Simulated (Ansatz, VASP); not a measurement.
**One calculation of BAs, two programs**

INCAR

```
SYSTEM = BAs
  PREC = Accurate
  ENCUT = 520
  EDIFF = 1E-6
  ISMEAR = -1
  SIGMA = 0.02
  LREAL = .False.
  LASPH = .True.
  NELM = 100
  ALGO = Normal
  ISIF = 2
  LWAVE = .False.
  LCHARG = .False.
  GGA = PE
  NBANDS = 11
```

KPOINTS

```
regular mesh
0
Gamma
  10 10 10
  0 0 0
```

The input POSCAR:

```
BAs
1.0
    0.0000000000      2.3799082694      2.3978472764
    2.3799082694      0.0000000000      2.3978472764
    2.3799082694      2.3799082694      0.0000000000
B As
1 1
Direct
    0.0000000000      0.0000000000      0.0000000000
    0.2500000000      0.2500000000      0.2500000000
```

Input for Ansatz:

```yaml
crystal:
  lattice:
    - [0.0, 2.3799082694, 2.3978472764]
    - [2.3799082694, 0.0, 2.3978472764]
    - [2.3799082694, 2.3799082694, 0.0]
  atoms:
    - { symbol: B, position: [0.0, 0.0, 0.0] }
    - { symbol: As, position: [0.25, 0.25, 0.25] }
kpoints:
  mp_grid: { grid: [10, 10, 10] }
  band_path:
    path:
      - [0.0, 0.0, 0.0]
      - [-0.5, -0.5, 0.0]
      - [-0.375, -0.375, 0.25]
      - [-0.375, 0.0, 0.375]
      - [0.0, 0.0, 0.5]
      - [-0.5, -0.25, 0.25]
      - [0.0, 0.398437, 0.398438]
    npoints: 1
hamiltonian:
  xc: pbe
scf:
  occupations: { method: fermi_dirac, width: 0.02 }
  n_extra_bands: 4
output:
  forces: true
  stress: true
  eigenvalues: true
  write_density: true
  write_potential: true
  elf: true
  volumetric_format: npy
```

Change from the starting cell: epitaxial_xy strain -0.5%.

Alike in both runs: task single point; functional PBE; k mesh 10 × 10 × 10; occupations fermi-dirac, width 0.02 eV; no spin polarisation.

|  | VASP | Ansatz |
| --- | --- | --- |
| version | VASP 6.6.1 | Ansatz 0.2.0 |
| potentials or method | VASP PAW PBE potentials, release 64 (B, As) | plane waves, PAW |
| plane-wave cutoff (eV) | 520 | 420 |
| valence electrons in the cell | 8 | 18 |

```csv
,VASP,Ansatz,Ansatz less VASP
gap on the k mesh at the Fermi level (eV),1.12,1.12,+0.009
pressure (GPa),3.9,3.2,-0.67
largest component of the traceless stress (GPa),1.05,1.05,+0.005
```

With one functional, cell and mesh, what is left measures potentials, basis and numerics. The two sets of potentials don't hold the same shells in valence.

A k mesh can miss the band edges.
